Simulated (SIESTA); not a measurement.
The system is CdSe (Cadmoselite).

```
Cd Se
1.0
     4.30000    0.00000    0.00000
    -2.15000    3.72391    0.00000
     0.00000    0.00000    7.02000
Cd Se
2 2
Cartesian
  2.1500 1.2413 3.5100
  0.0000 2.4826 0.0000
  2.1500 1.2413 6.2127
  0.0000 2.4826 2.7027
```

Base run:

| Quantity | Value |
| --- | --- |
| Program | SIESTA 5.4.2 |
| Functional | optB88-vdW |
| Potentials or basis | PseudoDojo 0.4 standard (PBE files) |
| Basis | DZP (energy shift 0.002 Ry) |
| Grid cutoff | 800 Ry |
| Energy shift | 0.002 Ry |
| k mesh | 7 × 7 × 4 |
| Occupations | fermi-dirac, width 0.05 eV |
| Spin | no spin polarisation |

Its results: band gap on the k mesh 0.86 eV, direct; pressure 3.4 GPa; largest force 0.342 eV/Å.

**Question.** The run is repeated on the same cell with these changes: functional from optB88-vdW to PBE. What comes out?

**Answer.** Band gap on the k mesh 0.96 eV, direct; pressure 4.0 GPa; largest force 0.334 eV/Å.

Caveats: semicore shells carry a single zeta, which can move pressures by several GPa and volumes by a few percent; the basis of atomic orbitals isn't converged, which shifts pressures, moduli and gaps; the potentials were made for another functional, which shifts forces and pressure (some runs).

Not every run made on this cell is shown here.
